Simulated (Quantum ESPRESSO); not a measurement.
Ag:

```
Ag
1.0
     0.00000    2.04275    2.04275
     2.04275    0.00000    2.04275
     2.04275    2.04275    0.00000
Ag
1
Cartesian
  0.0000 0.0000 0.0000
```

Base run:

| Property | Result |
| --- | --- |
| Program | Quantum ESPRESSO 7.5 |
| Functional | PBE |
| Potentials or basis | SG15 PBE 1.2 |
| Cutoff | 952 eV |
| Density cutoff | 3810 eV |
| k mesh | 8 × 8 × 8 |
| Occupations | fermi-dirac, width 0.05 eV |
| Spin | no spin polarisation |

Its results: band gap on the k mesh none (metal or under the smearing width); pressure 5.2 GPa.

Problem. The run is repeated on the same cell with these changes: k mesh from 8 × 8 × 8 to 4 × 4 × 4. What comes out?

Solution. Band gap on the k mesh none (metal or under the smearing width); pressure 5.7 GPa.

Caveats: some runs use coarse meshes.
